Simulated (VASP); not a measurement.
Here is a VASP 6.6.1 calculation.

Contents of INCAR:

```
ALGO = Fast ; EDIFF = 1E-7
EDIFFG = -0.01 ; ENCUT = 600
IBRION = 2 ; ISIF = 4
ISMEAR = 1 ; LASPH = True
LCHARG = False ; LREAL = False
LWAVE = False ; NELM = 80
NSW = 40 ; PREC = Accurate
SIGMA = 0.1
```

Contents of KPOINTS:

```
k-points
0
Gamma
  15 15 8
```

File POSCAR:

```
Re                                      
1.0
    2.7566278066     -0.0000000000      0.0000000000
   -1.3783139034      2.3873097094      0.0000000000
    0.0000000000      0.0000000000      4.4620567696
  Re            
     2
Direct
     0.3333333332999970    0.6666666667000030    0.2500000000000000
     0.6666666667000030    0.3333333332999970    0.7500000000000000
```

Potentials or basis: VASP PAW LDA potentials, release 64 (Re).

Run with:

```console
$ cat potpaw_LDA.64/Re/POTCAR > POTCAR
$ mpirun -np 1 vasp_std > vasp.out
```

Predict the band gap on the k mesh.

none (metal or under the smearing width).

Final structure:
```yaml
crystal:
  lattice:
    - [2.75663, 0.00000, 0.00000]
    - [-1.37831, 2.38731, 0.00000]
    - [0.00000, 0.00000, 4.46206]
  atoms:
    - { symbol: Re, position: [0.33333, 0.66667, 0.25000] }
    - { symbol: Re, position: [0.66667, 0.33333, 0.75000] }
```

Caveat: the relaxation stopped at its first step, so nothing moved. Spin-orbit coupling is left out, which matters for the levels of Re.
